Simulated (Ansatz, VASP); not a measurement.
## PbSe in VASP and in Ansatz

```
CELL_PARAMETERS angstrom
0.00000 12.00080 3.12544
3.11815 0.00000 3.12544
3.11815 12.00080 0.00000
ATOMIC_POSITIONS crystal
Pb 0.19073 0.80527 0.19473
Pb 0.80527 0.19073 0.80927
Se 0.67442 0.29558 0.70442
Se 0.29558 0.67442 0.32558
```

The cell comes from a database or a generator and needn't be the stable form of this composition.

Alike in both runs: task single point; functional PBE; k mesh 4 × 4 × 4; occupations gaussian, width 0.1 eV; no spin polarisation.

|  | VASP | Ansatz |
| --- | --- | --- |
| version | VASP 6.6.1 | Ansatz 0.2.0 |
| potentials or method | VASP PAW PBE potentials, release 64 (Pb_d, Se) | scalar-relativistic, plane waves, PAW |
| plane-wave cutoff (eV) | 520 | 420 |
| valence electrons in the cell | 40 | 60 |

Ansatz gave:

* gap on the k mesh at the Fermi level (eV): 1.68
* least direct gap on the mesh (eV): 1.68
* pressure (GPa): -0.1
* largest component of the traceless stress (GPa): 0.14
* rms of the force components (eV/Å): 0.033

Problem. What did VASP give for the same quantities?

Solution. gap on the k mesh at the Fermi level (eV): 1.68; least direct gap on the mesh (eV): 1.68; pressure (GPa): -0.1; largest component of the traceless stress (GPa): 0.12; rms of the force components (eV/Å): 0.029.

Atom by atom the forces differ by 0.004 eV/Å (rms over components). The two sets of potentials don't hold the same shells in valence.

Caveats: spin-orbit coupling is left out, which as a rule narrows the gap of such compounds by several tenths of an eV. A k mesh can miss the band edges.
